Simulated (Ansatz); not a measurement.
# MnO (R-3m): equation of state

One table from this session's results is given with a row withheld; the runs are named, their logs left out.

Computed with Ansatz 0.2.0 (DFT PBE, scalar-relativistic, plane waves, PAW, unless a step's input says otherwise).

Spin polarisation is switched off on purpose; where the compound carries moments, volume, stiffness and gap are then not the real material's.

## The structure to begin with

It takes space group R-3m (No. 166, trigonal). The conventional cell has a = 3.093 Å, b = 3.093 Å, c = 6.101 Å, α = 90.00°, β = 90.00°, γ = 120.00°. Mn (site symmetry -3m) is surrounded by 6 O at 2.06 Å. O (site symmetry -3m) has 6 Mn at 2.06 Å as nearest neighbours.

Structure file:

```
Mn O
1.0
     1.54671    0.89300    2.03360
    -1.54671    0.89300    2.03360
     0.00000   -1.78599    2.03360
Mn O
1 1
Direct
  0.00000 0.00000 0.00000
  0.50000 0.50000 0.50000
```

This cell comes from an earlier session at PBE: 8.426 Å³/atom at -0.01 GPa, on a 14×14×14 mesh.

Volume factors to run: 0.980, 1.020, 0.960, 1.040.

Set-up of the first run:

The input, input.yaml:

```yaml
crystal:
  lattice:
    - [1.5363323816, 0.8870019154, 2.0199481847]
    - [-1.5363323816, 0.8870019154, 2.0199481847]
    - [0.0, -1.7740038268, 2.0199481865]
  atoms:
    - { symbol: Mn, position: [1.0, 0.0, 0.0] }
    - { symbol: O, position: [0.5, 0.5, 0.5] }
basis:
  ecutwfc: 420
  ecutrho_ratio: 4
kpoints:
  mp_grid: { grid: [14, 14, 14] }
hamiltonian:
  xc: pbe
scf:
  occupations: { method: gaussian, width: 0.05 }
output:
  forces: true
  stress: true
  eigenvalues: true
relax:
  f_tol: 0.01
  max_steps: 40
  cell: { stress_tol: 0.1, fix: [volume] }
```

On the command line:

```
$ ansatz run input.yaml --threads 1 --pin off --max-ram 2560MiB --backend cpu --events-out ev --progress --plain --runs-dir out
```

Steps of the session up to this table: Volume × 0.980; Volume × 1.020; Volume × 0.960; Scaling the volume by 1.040.

One of the session's tables, all rows but one given; the rest of the session is left out.

It belongs to the step «Energy and pressure against volume». 

```
volume (Å³/atom)  energy (meV/atom)  pressure (GPa)
           8.089              11.08           11.04
           8.258                  ?               ?
           8.426               0.00           -0.01
           8.595               2.57           -4.69
           8.764               9.79           -8.87
```

Estimate the missing values for volume (Å³/atom) = 8.258.

Worked estimate for «energy (meV/atom)». A straight line through the neighbours (8.089, 11.08) and (8.426, 0.00) gives 11.08 + (0.00 − 11.08) × (8.258 − 8.089) / (8.426 − 8.089) = 5.52; a parabola fitted to 3 rows on both sides gives 2.83.

**Answer.** energy (meV/atom): 2.63; pressure (GPa): 5.22. In «energy (meV/atom)» the line misses by +2.89 and the parabola by +0.20.
